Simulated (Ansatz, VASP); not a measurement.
**Sn in VASP and in Ansatz**

```
CELL_PARAMETERS angstrom
5.14603 0.00000 0.00000
-2.57302 4.45659 0.00000
0.00000 0.00000 5.98318
ATOMIC_POSITIONS crystal
Sn 0.00000 0.00000 0.25000
Sn 0.00000 0.00000 0.75000
Sn 0.33333 0.66667 0.75000
Sn 0.66667 0.33333 0.25000
```

Alike in both runs: functional PBE; k mesh 6 × 6 × 4; occupations gaussian, width 0.1 eV; no spin polarisation.

Ansatz relaxed the structure, and its values are those at the end. VASP's run is a single point on that final structure, the one shown.

|  | VASP | Ansatz |
| --- | --- | --- |
| version | VASP 6.6.1 | Ansatz 0.2.0 |
| potentials or method | VASP PAW PBE potentials, release 64 (Sn_d) | scalar-relativistic, plane waves, PAW |
| plane-wave cutoff (eV) | 520 | 420 |
| valence electrons in the cell | 56 | 56 |

|  | VASP | Ansatz | Ansatz less VASP |
| --- | --- | --- | --- |
| gap on the k mesh at the Fermi level (eV) | none | none | - |
| pressure (GPa) | -0.2 | -0.2 | +0.03 |

A gap of «none» marks a metal or a gap that the smearing closes.
